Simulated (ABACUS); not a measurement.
## Y under changes of volume

One of the cells (33.240 Å³/atom); the others are scaled copies at fixed shape and fractional positions:

```
Y
1.0
     0.00000    2.55199    2.55199
     2.55199    0.00000    2.55199
     2.55199    2.55199    0.00000
Y
1
Direct
  0.00000 0.00000 0.00000
```

This isn't the form of Y at room conditions, which is hcp.

* Program: ABACUS 3.10.1
* Functional: PBE
* Potentials or basis: PseudoDojo NC SR 0.4.1 PBE standard
* Cutoff: 1361 eV
* Density cutoff: 5442 eV
* Basis: DZP LCAO (the cutoffs set its grid)
* k mesh: 9 × 9 × 9
* Occupations: fermi-dirac, width 0.05 eV
* Spin: no spin polarisation

```tsv
volume (Å³/atom)	energy over the lowest point (meV/atom)	pressure (GPa)
31.246	6.65	1.7
31.911	1.49	0.8
32.576	0.00	0.0
33.240	1.82	-0.8
33.905	6.80	-1.5
34.570	?	?
35.235	25.13	-2.8
```

**Question.** What does the run at 34.570 Å³/atom give?

**Answer.** Energy over the lowest point 14.66 meV/atom; pressure -2.2 GPa.

Worked out: A Birch-Murnaghan fit of order 3 (a polynomial in V^(-2/3)) to the other rows has its minimum at 32.53 Å³/atom with B0 = V·E''(V) = 40 GPa and B' = 2.8. It gives 14.63 meV/atom at 34.570 Å³/atom, against the run's 14.66, and -dE/dV = -2.2 GPa, against -2.2.

Energies are extrapolated to zero smearing.

Caveats: the atomic orbitals were generated for these runs and aren't a published set; the basis of atomic orbitals isn't converged, which shifts pressures, moduli and gaps.
